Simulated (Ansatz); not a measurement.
CoO:

```
Co O
1.0
     1.50547    0.86918    2.43993
    -1.50547    0.86918    2.43993
     0.00000   -1.73837    2.43993
Co O
1 1
Direct
  0.00000 0.00000 0.00000
  0.50000 0.50000 0.50000
```

The cell is a database's computed one.

Base run:

- Program: Ansatz 0.2.0
- Functional: PBEsol
- Potentials or basis: Ansatz PAW
- Cutoff: 420 eV (not typed: the program's choice for these potentials)
- k mesh: 11 × 11 × 11
- Occupations: fermi-dirac, width 0.05 eV
- Spin: collinear spin, ferromagnetic start
- Starting moments: [2.0, 0.0] μB
- Hubbard terms: Co d U = 8 eV

Its results: band gap on the k mesh 1.79 eV, indirect (least direct gap 3.21 eV); pressure 7.5 GPa; net moment 3.00 μB per cell; site moments Co +2.67; O +0.14 μB.

Task: The run is repeated on the same cell with these changes: hubbard terms from Co d U = 8 eV to Co d U = 6 eV. What comes out?

Result: Band gap on the k mesh 1.65 eV, indirect (least direct gap 3.25 eV); pressure 4.9 GPa; net moment 3.00 μB per cell; site moments Co +2.64; O +0.18 μB.

Caveats: the magnetic or orbital state may not be the lowest; a cell with one magnetic atom can't hold antiferromagnetic order, which such compounds often take; the PAW data sets come from PBE, with cores solved anew for the run's functional, which leaves a small shift of forces and pressure.

A k mesh can miss the band edges.
